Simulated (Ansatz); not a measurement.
**WS2 (fluorite type): a single-point run**

Aim: a sound single-point run of WS2 (fluorite type). The structure is shown as the input types it.

Computed with Ansatz 0.2.0 (DFT, PBE, all-electron PAW with datasets made for the crystal, scalar-relativistic, unless a step's input says otherwise).

## 1. The system as given

The structure is cubic, space group Fm-3m (No. 225). The conventional cell has a = 5.874 Å, b = 5.874 Å, c = 5.874 Å, α = 90.00°, β = 90.00°, γ = 90.00°. W (site symmetry m-3m) has 8 S at 2.54 Å as nearest neighbours. S (site symmetry -43m) has 4 W at 2.54 Å as nearest neighbours.

Coordinates:

```cif
data_structure
_symmetry_space_group_name_H-M 'P 1'
_symmetry_Int_Tables_number 1
_cell_length_a 4.1538
_cell_length_b 4.1538
_cell_length_c 4.1538
_cell_angle_alpha 60.000
_cell_angle_beta 60.000
_cell_angle_gamma 60.000
_cell_volume 50.68
loop_
_atom_site_label
_atom_site_type_symbol
_atom_site_fract_x
_atom_site_fract_y
_atom_site_fract_z
_atom_site_occupancy
W1 W 0.00000 0.00000 0.00000 1
S1 S 0.25000 0.25000 0.25000 1
S2 S 0.75000 0.75000 0.75000 1
```

## 2. Input and run

input.yaml reads:

```yaml
crystal:
  lattice:
    - [0.0, 2.937189484, 2.937189484]
    - [2.937189484, 0.0, 2.937189484]
    - [2.937189484, 2.937189484, 0.0]
  atoms:
    - { symbol: W, position: [0.0, 0.0, 0.0] }
    - { symbol: S, position: [0.25, 0.25, 0.25] }
    - { symbol: S, position: [0.75, 0.75, 0.75] }
kpoints:
  mp_grid: { grid: [11, 11, 11] }
  band_path:
    path:
      - [0.0, 0.0, 0.0]
      - [0.5, 0.0, 0.5]
      - [0.625, 0.25, 0.625]
      - [0.375, 0.375, 0.75]
      - [0.0, 0.0, 0.0]
      - [0.5, 0.5, 0.5]
      - [0.5, 0.25, 0.75]
      - [0.5, 0.0, 0.5]
    npoints: 8
scf:
  occupations: { method: fermi_dirac, width: 0.08 }
  max_iter: 50
hamiltonian:
  xc: pbe
  pseudopotentials: { kind: all_electron, datasets: crystal }
output:
  forces: true
  stress: true
  eigenvalue: true
  efg: { contact_densities: true }
```

Command:

```bash
> ansatz run input.yaml --threads 1 --pin off --max-ram 3072MiB --backend cpu --events-out ev --progress --plain --runs-dir out
```

**Question.** How will this run end, and is anything wrong with its input?

The program refused the input before any cycle. Its message: «line 32 column 3: unknown field `eigenvalue`, expected one of write_density, write_potential, write_potential_components, volumetric_format, ...»

Look at the input: output.eigenvalue is true. The parser met a name that isn't among its keywords: a slip in spelling.

What to do: write the keyword in its listed form.
